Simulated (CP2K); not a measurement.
# Ag in CP2K: work function with PBE

Aim: the work function of Ag with PBE.

Everything below comes from runs of CP2K 2026.2. Logs are shortened: lines on timing, memory, paths and dates and some standing lists are left out, and cuts for length are marked.

### Step 1. The cell of the first run

The cell holds a slab with vacuum, 5 atoms: a = 2.930 Å, b = 2.930 Å, c = 24.580 Å, α = 90.00°, β = 90.00°, γ = 120.00°.

### Step 2. Work function, PBE (the (0 0 1) slab of Ag, cut from the database cell, not relaxed)

The input, ag_workfunction.inp:

```
&GLOBAL
  PROJECT ag_workfunction
  RUN_TYPE ENERGY_FORCE
  PRINT_LEVEL LOW
&END GLOBAL
&FORCE_EVAL
  METHOD QS
  &DFT
    BASIS_SET_FILE_NAME BASIS_MOLOPT_UZH
    POTENTIAL_FILE_NAME POTENTIAL_UZH
    &MGRID
      CUTOFF 450
      REL_CUTOFF 60
      NGRIDS 4
    &END MGRID
    &QS
      METHOD GPW
      EPS_DEFAULT 1.0E-10
    &END QS
    &KPOINTS
      SCHEME MONKHORST-PACK 10 10 1
      GAMMA_CENTERED T
      SYMMETRY T
      SYMMETRY_BACKEND SPGLIB
    &END KPOINTS
    &SCF
      SCF_GUESS ATOMIC
      EPS_SCF 1.0E-6
      MAX_SCF 100
      ADDED_MOS 31
      CHOLESKY OFF
      EPS_EIGVAL 1.0E-7
      &DIAGONALIZATION ON
        ALGORITHM STANDARD
      &END DIAGONALIZATION
      &MIXING ON
        METHOD BROYDEN_MIXING
        ALPHA 0.2
        BETA 1.5
        NBUFFER 8
      &END MIXING
      &SMEAR ON
        METHOD FERMI_DIRAC
        ELECTRONIC_TEMPERATURE 580.23
      &END SMEAR
    &END SCF
    &XC
      &XC_FUNCTIONAL PBE
      &END XC_FUNCTIONAL
    &END XC
    &PRINT
      &KPOINTS ON
      &END KPOINTS
      &MULLIKEN ON
      &END MULLIKEN
      &MO ON
        ENERGIES T
        OCCUPATION_NUMBERS T
        &EACH
          QS_SCF 0
        &END EACH
        ADD_LAST NUMERIC
      &END MO
      &LOWDIN ON
      &END LOWDIN
      &HIRSHFELD ON
        SHAPE_FUNCTION DENSITY
      &END HIRSHFELD
      &E_DENSITY_CUBE ON
        STRIDE 1
      &END E_DENSITY_CUBE
      &V_HARTREE_CUBE ON
        STRIDE 1
      &END V_HARTREE_CUBE
      &ELF_CUBE ON
        STRIDE 1
      &END ELF_CUBE
    &END PRINT
  &END DFT
  &SUBSYS
    &CELL
      ABC 2.9299980804 2.9299980804 24.5800000000
      ALPHA_BETA_GAMMA 90.0000000000 90.0000000000 119.9999999997
      PERIODIC XYZ
    &END CELL
    &COORD
      SCALED
      Ag  0.3333333333 0.6666666666 0.3051261188
      Ag  0.6666666667 0.3333333334 0.4025630594
      Ag  0.3333333333 0.6666666666 0.5000000000
      Ag  0.6666666667 0.3333333334 0.5974369406
      Ag  0.3333333333 0.6666666666 0.6948738812
    &END COORD
    &KIND Ag
      BASIS_SET TZVP-MOLOPT-PBE-GTH-q11
      POTENTIAL GTH-PBE-q11
    &END KIND
    &PRINT
      &ATOMIC_COORDINATES ON
      &END ATOMIC_COORDINATES
      &CELL ON
      &END CELL
    &END PRINT
  &END SUBSYS
  &PRINT
    &FORCES ON
    &END FORCES
  &END PRINT
&END FORCE_EVAL
```

Potentials or basis: POTENTIAL_UZH Ag GTH-PBE-q11; TZVP-MOLOPT-PBE-GTH basis.

The run is started by

```bash
> OMP_NUM_THREADS=1 mpirun -n 2 cp2k.psmp -i ag_workfunction.inp -o ag_workfunction.out
```

ag_workfunction.out:

```text

 CP2K| version string:                                       CP2K version 2026.2
 CP2K| Input file name                                       ag_workfunction.inp

 GLOBAL| Force Environment number                                              1
 GLOBAL| Basis set file name                                    BASIS_MOLOPT_UZH
 GLOBAL| Potential file name                                       POTENTIAL_UZH
 GLOBAL| MM Potential file name                                     MM_POTENTIAL
 GLOBAL| Coordinate file name                                      __STD_INPUT__
 GLOBAL| Method name                                                        CP2K
 GLOBAL| Project name                                            ag_workfunction
 GLOBAL| Run type                                                   ENERGY_FORCE
 GLOBAL| FFT library                                                       FFTW3
 GLOBAL| Diagonalization library                                       ScaLAPACK
 GLOBAL| Cholesky decomposition library                                ScaLAPACK
 GLOBAL| DGEMM library                                                      BLAS
 GLOBAL| Direct generalized diagonalization requested                          F
 GLOBAL| Matrix multiplication library                                 ScaLAPACK
 GLOBAL| Global print level                                                  LOW
 GLOBAL| Total number of message passing processes                             2
 GLOBAL| Number of threads for this process                                    1
 GLOBAL| CPU model name                                                  UNKNOWN

 CELL| Volume [angstrom^3]:                                           182.745706
 CELL| Vector a [angstrom]:       2.930     0.000     0.000   |a| =     2.929998
 CELL| Vector b [angstrom]:      -1.465     2.537     0.000   |b| =     2.929998
 CELL| Vector c [angstrom]:       0.000     0.000    24.580   |c| =    24.580000
 CELL| Angle (b,c), alpha [degree]:                                    90.000000
 CELL| Angle (a,c), beta  [degree]:                                    90.000000
 CELL| Angle (a,b), gamma [degree]:                                   120.000000
 CELL| Numerically orthorhombic:                                              NO
 CELL| Periodicity                                                           XYZ

 CELL_REF| Volume [angstrom^3]:                                       182.745706
 CELL_REF| Vector a [angstrom     2.930     0.000     0.000   |a| =     2.929998
 CELL_REF| Vector b [angstrom    -1.465     2.537     0.000   |b| =     2.929998
 CELL_REF| Vector c [angstrom     0.000     0.000    24.580   |c| =    24.580000
 CELL_REF| Angle (b,c), alpha [degree]:                                90.000000
 CELL_REF| Angle (a,c), beta  [degree]:                                90.000000
 CELL_REF| Angle (a,b), gamma [degree]:                               120.000000
 CELL_REF| Numerically orthorhombic:                                          NO
 CELL_REF| Periodicity                                                       XYZ
[... 9 lines left out ...]
 TOTAL NUMBERS AND MAXIMUM NUMBERS

  Total number of            - Atomic kinds:                                   1
                             - Atoms:                                          5
                             - Shell sets:                                     5
[... 120 lines left out ...]
  Core Hamiltonian energy:                                    100.97854104951890
  Hartree energy:                                              40.55938319567379
  Exchange-correlation energy:                                -29.10970983052359
  Electronic entropic energy:                                  -0.00040347229706
  Fermi energy:                                                 0.04271558781010

  Total energy:                                              -185.62327473669515
  Total energy (extrapolated to T->0):                       -185.62307300054661

 MO| EIGENVALUES AND OCCUPATION NUMBERS FOR K POINT 1
 MO|
 MO|  Index      Eigenvalue [a.u.]        Eigenvalue [eV]             Occupation
 MO|      1              -0.164108              -4.465609               2.000000
 MO|      2              -0.162936              -4.433725               2.000000
 MO|      3              -0.157432              -4.283944               2.000000
 MO|      4              -0.154331              -4.199565               2.000000
 MO|      5              -0.150750              -4.102126               2.000000
 MO|      6              -0.148728              -4.047096               2.000000
[... 441 lines left out ...]
 MO|     58               1.020585              27.771517               0.000000
 MO|     59               1.026803              27.940743               0.000000
 MO| Sum:                                                              52.159537
 MO| E(Fermi):            0.042716 a.u.          1.162350 eV

 The electron density is written in Cube    file format to the file:

 ag_workfunction-ELECTRON_DENSITY-1_0.cube

 !-----------------------------------------------------------------------------!
                     Mulliken Population Analysis

 #  Atom  Element  Kind  Atomic population                           Net charge
       1     Ag       1         10.996318                              0.003682
       2     Ag       1         11.003595                             -0.003595
       3     Ag       1         11.000165                             -0.000165
       4     Ag       1         11.003595                             -0.003595
       5     Ag       1         10.996327                              0.003673
 # Total charge                             55.000000                  0.000000

 !-----------------------------------------------------------------------------!

 !-----------------------------------------------------------------------------!
                           Hirshfeld Charges

  #Atom  Element  Kind  Ref Charge     Population                    Net charge
      1       Ag     1      11.000         11.008                        -0.008
      2       Ag     1      11.000         10.988                         0.012
      3       Ag     1      11.000         11.008                        -0.008
      4       Ag     1      11.000         10.988                         0.012
      5       Ag     1      11.000         11.008                        -0.008

  Total Charge                                                           -0.000
 !-----------------------------------------------------------------------------!

 LOWDIN POPULATION ANALYSIS

 #  Atom  Element  Kind  Atomic population                           Net charge
       1     Ag       1         10.905431                              0.094569
       2     Ag       1         11.091611                             -0.091611
       3     Ag       1         11.005915                             -0.005915
       4     Ag       1         11.091611                             -0.091611
       5     Ag       1         10.905432                              0.094568
 # Total charge                             55.000000                  0.000000

               ----- ELF is computed on the real space grid -----

 ELF is written in Cube    file format to the file:

 ag_workfunction-ELF_S1-1_0.cube

 ENERGY| Total FORCE_EVAL ( QS ) energy [hartree]           -185.623269232587006

 FORCES| Atomic forces [hartree/bohr]
 FORCES|   Atom     x               y               z               |f|
 FORCES|      1  3.72904070E-10  2.24186516E-09 -6.05484439E-04   6.05484439E-04
 FORCES|      2 -5.96190333E-10 -4.60498044E-09  1.46796025E-03   1.46796025E-03
 FORCES|      3  4.05421548E-10  6.78735460E-09 -1.69457317E-09   7.00743372E-09
 FORCES|      4 -3.97671831E-10 -9.29769225E-09 -1.46795970E-03   1.46795970E-03
 FORCES|      5  2.74349113E-10  4.83947297E-09  6.05485603E-04   6.05485603E-04
 FORCES| Sum     5.88125688E-11 -3.39799624E-11  1.92298160E-11
 FORCES| Total atomic force                                       7.05927894E-11
```

It took 1.9 min on 2 MPI ranks of Arm Neoverse V1, shared host.

What came out:

| Item | Value |
| --- | --- |
| Free energy | -5051.0660 eV |
| Largest force | 0.075 eV/Å |
| Band gap on the k mesh | none (metal or under the smearing width) |
| Work function | 4.59 eV |
| Work function of the upper face | 4.59 eV |
| Work function of the lower face | 4.59 eV |

Forces on the atoms (eV/Å):
```
Ag   0.000  0.000 -0.031
Ag   0.000  0.000  0.075
Ag   0.000  0.000  0.000
Ag   0.000  0.000 -0.075
Ag   0.000  0.000  0.031
```

Caveat: the basis of atomic orbitals isn't converged, which shifts pressures, moduli and gaps.
